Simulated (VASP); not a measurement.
Input of a VASP 6.6.1 run:

POSCAR

```
MgS
1.0
    0.0568431669      2.6015179370      2.6015179370
    2.6015179370      0.0568431669      2.6015179370
    2.6583611039      2.6583611039      0.0000000000
Mg S
1 1
Direct
    0.0000000000      0.0000000000      0.0000000000
    0.5000000000      0.5000000000      0.5000000000
```

The input INCAR.step1:

```
SYSTEM = MgS
PREC = Accurate ; ENCUT = 520
EDIFF = 1E-5 ; ISMEAR = 0
SIGMA = 0.01 ; LREAL = .FALSE.
LASPH = .TRUE. ; NELM = 100
ALGO = Normal ; ISIF = 2
LWAVE = .TRUE. ; LCHARG = .FALSE.
GGA = PE ; NBANDS = 11
```

Contents of INCAR.step2:

```
SYSTEM = MgS
PREC = Accurate ; ENCUT = 520
EDIFF = 1E-6 ; ISMEAR = 0
SIGMA = 0.01 ; LREAL = .FALSE.
LASPH = .TRUE. ; NELM = 100
ALGO = Normal ; ISIF = 2
LWAVE = .FALSE. ; LCHARG = .FALSE.
GGA = PE ; LHFCALC = .TRUE.
HFSCREEN = 0.2079 ; PRECFOCK = Normal
ISTART = 1 ; NBANDS = 11
```

The input KPOINTS:

```
Automatic mesh
0
G
  6 6 6
  0 0 0
```

Potentials or basis: VASP PAW PBE potentials, release 64 (Mg, S).

Launch:

```sh
$ cat potpaw_PBE.64/Mg/POTCAR potpaw_PBE.64/S/POTCAR > POTCAR
$ cp INCAR.step1 INCAR
$ mpirun -np 1 vasp_std > vasp.out
$ cp INCAR.step2 INCAR
$ mpirun -np 1 vasp_std > vasp.out
```

(1) What does it give for the pressure?

(2) Estimate the band gap on the k mesh.

Answers

(1) -0.7 GPa.

(2) 3.46 eV, indirect (least direct gap 4.55 eV).

Caveat: the PAW data sets were made with another functional, which shifts forces and pressure a little.
